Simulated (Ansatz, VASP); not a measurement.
**One calculation of Ag, two programs**

INCAR

```
SYSTEM = Ag
PREC = Accurate ; ENCUT = 600
EDIFF = 1E-6 ; ISMEAR = -1
SIGMA = 0.05 ; LREAL = .False.
LASPH = .True. ; NELM = 100
ALGO = Fast ; ISIF = 3
LWAVE = .False. ; LCHARG = .False.
GGA = CA ; IBRION = 2
NSW = 100 ; EDIFFG = -0.01
```

KPOINTS

```
regular mesh
0
Gamma
  9 9 5
  0 0 0
```

The input POSCAR:

```
Ag
1.0
    2.9300000000      0.0000000000      0.0000000000
   -1.4650000000      2.5374544331      0.0000000000
    0.0000000000      0.0000000000      4.7900000000
Ag
2
Direct
    0.3065772933      0.6877596967      0.2704203400
    0.6785102567      0.3834255733      0.7570297900
```

Input for Ansatz:

```yaml
crystal:
  lattice:
    - [2.93, 0.0, 0.0]
    - [-1.465, 2.5374544331, 0.0]
    - [0.0, 0.0, 4.79]
  atoms:
    - { symbol: Ag, position: [0.3065772933, 0.6877596967, 0.27042034] }
    - { symbol: Ag, position: [0.6785102567, 0.3834255733, 0.75702979] }
kpoints:
  mp_grid: { grid: [9, 9, 5] }
scf:
  occupations: { method: fermi_dirac, width: 0.05 }
hamiltonian:
  xc: lda
  pseudopotentials: { kind: all_electron, lapw: { basis_error: 0.001 } }
output:
  forces: true
  stress: true
relax:
  f_tol: 0.01
  max_steps: 80
  cell: {}
```

Alike in both runs: task relaxation of cell and atoms; functional LDA; k mesh 9 × 9 × 5; occupations fermi-dirac, width 0.05 eV; no spin polarisation.

|  | VASP | Ansatz |
| --- | --- | --- |
| version | VASP 6.6.1 | Ansatz 0.2.0 |
| potentials or method | VASP PAW LDA potentials, release 64 (Ag) | all-electron LAPW, scalar-relativistic |
| plane-wave cutoff (eV) | 600 | see its input |

|  | VASP | Ansatz | Ansatz less VASP |
| --- | --- | --- | --- |
| relaxed volume (Å³/atom) | 16.02 | 16.00 | -0.020 |
| relaxed cell length with the largest relative difference (Å) | 2.818 | 2.816 | -0.0016 |
| energy change over the relaxation (meV/atom) | -75 | -77 | -1.8 |

Ansatz ran all-electron here, so the differences hold the error of VASP's frozen core and of both bases.

LDA usually gives volumes a few per cent too small. Zero-point motion and thermal expansion aren't in these numbers.
